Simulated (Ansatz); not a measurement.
# CdO (Monteponite) under changes of volume

One of the cells (12.970 Å³/atom); the others are scaled copies at fixed shape and fractional positions:

```
CELL_PARAMETERS angstrom
0.00000 2.34950 2.34950
2.34950 0.00000 2.34950
2.34950 2.34950 0.00000
ATOMIC_POSITIONS crystal
Cd 0.00000 0.00000 0.00000
O 0.50000 0.50000 0.50000
```

* Program: Ansatz 0.2.0
* Functional: LDA
* Potentials or basis: Ansatz PAW
* Cutoff: 420 eV (not typed: the program's choice for these potentials)
* k mesh: 10 × 10 × 10
* Occupations: fermi-dirac, width 0.05 eV
* Spin: no spin polarisation

```tsv
volume (Å³/atom)	energy over the lowest point (meV/atom)	pressure (GPa)
12.191	2.59	3.4
12.451	0.00	-0.1
12.710	2.84	-3.3
12.970	10.53	-6.1
13.229	22.58	-8.6
13.488	?	?
13.748	57.56	-12.8
```

Question: What does the run at 13.488 Å³/atom give?

Answer: Energy over the lowest point 38.34 meV/atom; pressure -10.8 GPa.

Worked out: A Birch-Murnaghan fit of order 3 (a polynomial in V^(-2/3)) to the other rows has its minimum at 12.44 Å³/atom with B0 = V·E''(V) = 163 GPa and B' = 4.8. It gives 38.34 meV/atom at 13.488 Å³/atom, against the run's 38.34, and -dE/dV = -10.8 GPa, against -10.8.

Energies are extrapolated to zero smearing.

Caveats: the PAW data sets come from PBE, with cores solved anew for the run's functional, which leaves a small shift of forces and pressure.
